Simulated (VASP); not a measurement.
Runs of VASP 6.6.1 on CuO. It takes space group F-43m (No. 216, cubic). The conventional cell has a = 4.655 Å, b = 4.655 Å, c = 4.655 Å, α = 90.00°, β = 90.00°, γ = 90.00°. Around Cu (site symmetry -43m) lie 4 O at 2.02 Å. O (site symmetry -43m) is surrounded by 4 Cu at 2.02 Å. Measurements of this composition are mostly on another form, of space group No. 15.

```csv
level,spin,U,fixed moment (μB),gap on the mesh (eV),pressure (GPa),moment (μB)
PBEsol+U,"collinear, ferromagnetic start",Cu d U = 8 eV,0,-,-17.3,0.00
PBEsol+U,"collinear, random start",Cu d U = 2 eV,-,none,-15.1,0.75
PBEsol+U,"collinear, ferromagnetic start",Cu d U = 2 eV,-,none,-15.1,0.75
r2SCAN+U,"collinear, ferromagnetic start",Cu d U = 8 eV,-,none,-14.9,1.00
PBEsol+U,off,Cu d U = 8 eV,-,none,(a),-
```

Alike in all rows: task single point; potentials or basis VASP PAW PBE potentials, release 64 (Cu, O); cell as given; k mesh 7 × 7 × 7; cutoff (eV) 520; smearing gaussian 0.05 eV.

Question: Fill in the values left out.

Answer: (a) -17.4.

Caveats: the PAW data sets were made with another functional, which shifts forces and pressure a little; a cell with one magnetic atom can't hold antiferromagnetic order, which such compounds often take (some runs); the total moment is fixed, so each spin has its own Fermi level (some runs); an odd number of electrons without spin polarisation forces a metal (some runs); a magnetic or distorted state may lie lower (some runs); U without spin polarisation on a metal has little footing (some runs).

A gap of «none» marks a metal or a gap under the smearing width.
